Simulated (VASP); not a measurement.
# NbN: cell size against the level of theory, part 2 of 2

How close do the usual functionals, with and without dispersion, come to the cell of NbN? The start is a cell from a database of measured crystal structures.

VASP 6.6.1, plane waves and PAW; the level of theory is named at each step.

So far. Step 2 (Relaxation with PBE): It ends with forces that vanish by symmetry and a pressure of -0.08 GPa. The volume lies +2.1 % from that of the database's start. The conventional cell has a = 4.419 Å. Step 3 (Relaxation with LDA): It ends at 10.34 Å³/atom, -2.1 % from the start, with -0.12 GPa left. The conventional cell has a = 4.357 Å.

## Step 4: Relaxation with PBE + D3(BJ)

This step: PBE with D3(BJ); plane waves and PAW (Nb_sv, N) (VASP 6.6.1).

A dispersion term adds the long-range attraction that semilocal functionals lack. D3 with Becke-Johnson damping keeps a finite attraction at short range.

File INCAR:

```
SYSTEM = NbN
PREC = Accurate
ENCUT = 560
EDIFF = 1E-06
NELM = 100
ISMEAR = -1
SIGMA = 0.05
LREAL = .FALSE.
ALGO = Normal
GGA = PE
IVDW = 12
NBANDS = 15
LASPH = .TRUE.
LORBIT = 11
LWAVE = .FALSE.
LCHARG = .FALSE.
KPAR = 2
IBRION = 2
NSW = 60
ISIF = 3
EDIFFG = -0.01
```

File POSCAR:

```
NbN
1.0
    0.0000000000      2.1945000000      2.1945000000
    2.1945000000      0.0000000000      2.1945000000
    2.1945000000      2.1945000000      0.0000000000
Nb N
1 1
Direct
    0.5000000000      0.5000000000      0.5000000000
    0.0000000000      0.0000000000      0.0000000000
```

File KPOINTS:

```
Automatic mesh
0
Gamma
10 10 10
0 0 0
```

The projector-augmented-wave data sets are Nb_sv and N (PBE family, release 64).

On the command line:

```console
$ mpirun -np 2 vasp_std
```

The log of the run:

```text
[... set-up lines as in an earlier step ...]
 entering main loop
       N       E                     dE             d eps       ncg     rms          rms(c)
[... 13 cycles as in an earlier step ...]
   1 F= -.21557687E+02 E0= -.21552176E+02  d E =-.215577E+02
[...]
N       E                     dE             d eps       ncg     rms          rms(c)
DAV:   1    -0.205463837210E+02   -0.10250E-01   -0.92145E-01  1984   0.129E+01    0.138E+00
DAV:   2    -0.205225951736E+02    0.23789E-01   -0.69453E-02  1813   0.349E+00    0.522E-01
DAV:   3    -0.205174698186E+02    0.51254E-02   -0.24244E-02  2276   0.139E+00    0.172E-01
DAV:   4    -0.205178449136E+02   -0.37509E-03   -0.10228E-03  2336   0.327E-01    0.151E-01
DAV:   5    -0.205181867401E+02   -0.34183E-03   -0.29537E-04  2203   0.112E-01    0.796E-02
DAV:   6    -0.205184307940E+02   -0.24405E-03   -0.52529E-04  2520   0.177E-01    0.132E-02
DAV:   7    -0.205184280550E+02    0.27391E-05   -0.17599E-05  1948   0.351E-02    0.577E-03
DAV:   8    -0.205184283739E+02   -0.31898E-06   -0.43559E-06  2052   0.160E-02
   2 F= -.21556018E+02 E0= -.21550529E+02  d E =0.166990E-02
 trial-energy change:    0.001670  1 .order    0.001730   -0.003075    0.006534
 step:   0.3282(harm=  0.3200)  dis= 0.00000  next Energy=   -21.558194 (dE=-0.507E-03)
[...]
N       E                     dE             d eps       ncg     rms          rms(c)
DAV:   1    -0.205441141658E+02   -0.25686E-01   -0.41674E-01  1949   0.870E+00    0.915E-01
DAV:   2    -0.205332662738E+02    0.10848E-01   -0.31814E-02  1818   0.236E+00    0.351E-01
DAV:   3    -0.205310225786E+02    0.22437E-02   -0.11231E-02  2227   0.931E-01    0.108E-01
DAV:   4    -0.205311838417E+02   -0.16126E-03   -0.51690E-04  2343   0.235E-01    0.994E-02
DAV:   5    -0.205313195643E+02   -0.13572E-03   -0.12726E-04  2175   0.745E-02    0.573E-02
DAV:   6    -0.205314177268E+02   -0.98163E-04   -0.24662E-04  2494   0.122E-01    0.779E-03
DAV:   7    -0.205314178677E+02   -0.14087E-06   -0.88379E-06  1723   0.241E-02
   3 F= -.21558198E+02 E0= -.21552694E+02  d E =-.511000E-03
[...]
reached required accuracy - stopping structural energy minimisation
```

Elapsed: 9.6 s, on 2 MPI ranks of Intel Xeon 6975P-C (Granite Rapids), shared host; peak memory 0.29 GiB; 16 s of CPU time.

Parts of OUTCAR (step 4):

```text
 Edisp (eV)   -1.03759

 Edisp (eV)   -1.02678

  Total       0.00125     0.00125     0.00125     0.00000     0.00000    -0.00000
  in kB       0.09506     0.09506     0.09506     0.00000     0.00000    -0.00000
  external pressure =        0.10 kB  Pullay stress =        0.00 kB

 POSITION                                       TOTAL-FORCE (eV/Angst)
 -----------------------------------------------------------------------------------
      2.19092      2.19092      2.19092        -0.000000      0.000000      0.000000
      0.00000      0.00000      0.00000         0.000000     -0.000000     -0.000000
 -----------------------------------------------------------------------------------
    total drift:                                0.000000     -0.000000      0.000000

  FREE ENERGIE OF THE ION-ELECTRON SYSTEM (eV)
  ---------------------------------------------------
  free  energy   TOTEN  =       -21.5581984544 eV

  energy  without entropy=      -21.5471904611  energy(sigma->0) =      -21.55269446

[... 2 parts as in an earlier step ...]

[... 2 further parts left out ...]
[key lines of the parts left out:]
E-fermi :  14.1470
```

The steps of the relaxation:

```
step  energy less that of the first step (eV)  largest force (eV/Å)  pressure (GPa)  volume (Å³)
   1                                   0.0000                0.0000           -1.56        21.14
   2                                   0.0017                0.0000            3.37        20.82
   3                                  -0.0005                0.0000            0.01        21.03
```

```csv
"conventional cell, symmetrised",before,after,change
a (Å),4.389,4.382,-0.2 %
b (Å),4.389,4.382,-0.2 %
c (Å),4.389,4.382,-0.2 %
volume (Å³/atom),10.57,10.52,-0.5 %
```

The relaxed structure:

```xyz
2
Lattice="0.0000 2.1909 2.1909 2.1909 0.0000 2.1909 2.1909 2.1909 0.0000" Properties=species:S:1:pos:R:3 pbc="T T T"
Nb    2.1909    2.1909    2.1909
N     0.0000    0.0000    0.0000
```

It ends at 10.52 Å³/atom, -0.5 % from the start, with 0.01 GPa left. The conventional cell has a = 4.382 Å. Against plain PBE, the dispersion term moves a by -0.8 %.

## Step 5: The cells as a table

This step: relaxed cells at several levels; plane waves and PAW (VASP 6.6.1).

This step runs nothing: it gathers the runs above.

Lengths are those of the conventional cell; cost is the wall time of each run, as given at its step, times its ranks, without the set-up around it. Results by level, by row:

```
       level  volume (Å³/atom)  change from the start (%)  a (Å)  cost (core minutes)
         PBE             10.79                        2.1  4.419                 0.32
         LDA             10.34                       -2.1  4.357                 0.26
PBE + D3(BJ)             10.52                       -0.5  4.382                 0.32
```

## Step 6: Summary of results

| Quantity | Value |
| --- | --- |
| volume, PBE | 10.79 Å³/atom |
| volume, LDA | 10.34 Å³/atom |
| volume, PBE + D3(BJ) | 10.52 Å³/atom |

**Reading.** For NbN the levels give volumes between 10.34 Å³/atom (LDA) and 10.79 Å³/atom (PBE), a spread of 4.3 %, while the cost of the finished runs spans a factor of 1.2. Against the volume of the start, a cell from experiment, PBE + D3(BJ) comes nearest (-0.5 %) and LDA lies farthest (-2.1 %); thermal expansion is in that cell alone. Within 2 % of it: PBE + D3(BJ). The costs hold the number of ionic steps as well as the price of the functional. Adding D3(BJ) to PBE changes the volume by -2.5 % (a by -0.8 %). Within 0.02 Å all end in space group Fm-3m; the runs can't lower the symmetry of the start. Each is a single relaxation on the plane waves of the start cell, so larger changes of volume carry a basis-set error that was not tested here. Zero-point and thermal expansion are not included.

[Lines on the potential files, build, host, timing and source positions are cut from VASP's logs without a mark.]

[Logs are printed without paths, hosts, clocks, repeated set-up lines and the standing remarks that a program may print on its own settings, such as how far it seeks lower states.]

[Hosts, paths, dates, database ids (printed as entryN), source tags and the programs' standing remarks are cut or masked in the printed files.]

[A measured line is paired with the nearest computed mode of its activity, which favours agreement.]

[In band tables of VASP the shares of atoms and orbitals are scaled to a sum of 1 inside the atoms' spheres.]
